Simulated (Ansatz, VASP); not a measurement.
# Two plane-wave programs on MgO

```
Mg O
1.0
     0.00000    2.09700    2.09700
     2.09700    0.00000    2.09700
     2.09700    2.09700    0.00000
Mg O
1 1
Direct
  0.00000 0.00000 0.00000
  0.50000 0.50000 0.50000
```

The cell is a database's computed one.

Alike in both runs: task relaxation of cell and atoms; functional PBEsol; k mesh 10 × 10 × 10; occupations gaussian, width 0.02 eV; no spin polarisation.

```csv
,VASP,Ansatz
version,VASP 6.6.1,Ansatz 0.2.0
potentials or method,"VASP PAW PBE potentials, release 64 (Mg, O)","scalar-relativistic, plane waves, PAW"
plane-wave cutoff (eV),600,420
valence electrons in the cell,8,16
```

|  | VASP | Ansatz | Ansatz less VASP |
| --- | --- | --- | --- |
| gap on the k mesh at the Fermi level, each at its own relaxed structure (eV) | 4.66 | 4.62 | -0.043 |
| relaxed volume (Å³/atom) | 9.31 | 9.35 | +0.040 |
| relaxed cell length with the largest relative difference (Å) | 2.975 | 2.980 | +0.0043 |

The two sets of potentials don't hold the same shells in valence.

Caveats: the PAW data sets were made with another functional, which shifts forces and pressure a little (VASP).
